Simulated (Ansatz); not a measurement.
The system is Sb.

```
Sb
1.0
    -1.87134    1.87134    1.87134
     1.87134   -1.87134    1.87134
     1.87134    1.87134   -1.87134
Sb
1
Direct
  0.00000 0.00000 0.00000
```

This isn't the form of Sb at room conditions, which is rhombohedral.

Program: Ansatz 0.2.0. Alike in all runs: task band structure; potentials or basis Ansatz PAW; no spin polarisation; cell as given; smearing fermi-dirac 0.05 eV.

Task: Order these runs on this cell by their pressure, lowest first.
A. level LDA; k mesh 7 × 7 × 7; cutoff (eV) 420
B. level RPBE; k mesh 10 × 10 × 10; cutoff (eV) 420
C. level r2SCAN; k mesh 10 × 10 × 10; cutoff (eV) 500
D. level PBEsol; k mesh 10 × 10 × 10; cutoff (eV) 420
E. level BLYP; k mesh 10 × 10 × 10; cutoff (eV) 420

Result: A (-1.8 GPa), D (0.0 GPa), C (2.5 GPa), B (4.6 GPa), E (9.0 GPa).

Caveats: the PAW data sets come from PBE, with cores solved anew for the run's functional, which leaves a small shift of forces and pressure.

Runs at the PBE level aren't shown here.
